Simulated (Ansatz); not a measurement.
## How far is PAW off for Zn?

```xyz
2
Lattice="2.6648 -0.0266 -0.0266 -1.3555 2.3211 -0.0098 -0.0495 -0.0495 4.9467" Properties=species:S:1:pos:R:3 pbc="T T T"
Zn   -0.0278    1.5262    1.2213
Zn    1.2876    0.7188    3.6890
```

Atoms are numbered in the order listed.

The cell is COD entry 9008522, as deposited and not checked against the literature; nothing was relaxed. The listed cell was then made from it by scaling, straining or moving an atom.

Methods: DFT, PBE, PAW with Ansatz's default frozen-core files, scalar-relativistic (Ansatz 0.2.0); DFT, PBE, all-electron PAW with datasets made for the crystal, scalar-relativistic (Ansatz 0.2.0); DFT, PBE, all-electron LAPW, scalar-relativistic (Ansatz 0.2.0).

For PAW: a Γ-centred 18×18×8 k mesh, Fermi–Dirac smearing of 0.03 eV, cutoff 420 eV, no spin polarisation. The crystal-made all-electron datasets (AE datasets) take a cutoff of 260 eV at this cell. LAPW targets a basis error of 0.25 meV/atom. The Ansatz runs share mesh, smearing and spin set-up. Plane-wave (PAW) pressures include the program's estimate of the Pulay term.

Stress and pressure are positive in compression.

The change that made this cell: equal xy, yz and zx engineering shear strains of -2 %.

In a metal, gradients converge slowly with the k mesh: the values move by tens of per cent from one mesh to another, at times in sign, so only the comparison on one mesh counts.

```tsv
quantity	PAW	AE datasets	LAPW
pressure (GPa)	-0.25	-0.24	-0.24
stress xx (GPa)	-0.76	-0.73	-0.74
stress yy (GPa)	-0.48	-0.45	-0.46
stress zz (GPa)	0.49	0.48	0.48
stress yz (GPa)	0.75	0.75	0.75
stress xz (GPa)	0.71	0.71	0.71
stress xy (GPa)	0.93	0.93	0.93
field gradient Vzz at Zn1 (10²¹ V/m²)	3.51	3.52	–
```

PAW's pressure differs from the LAPW value by about 0.01 GPa or less.
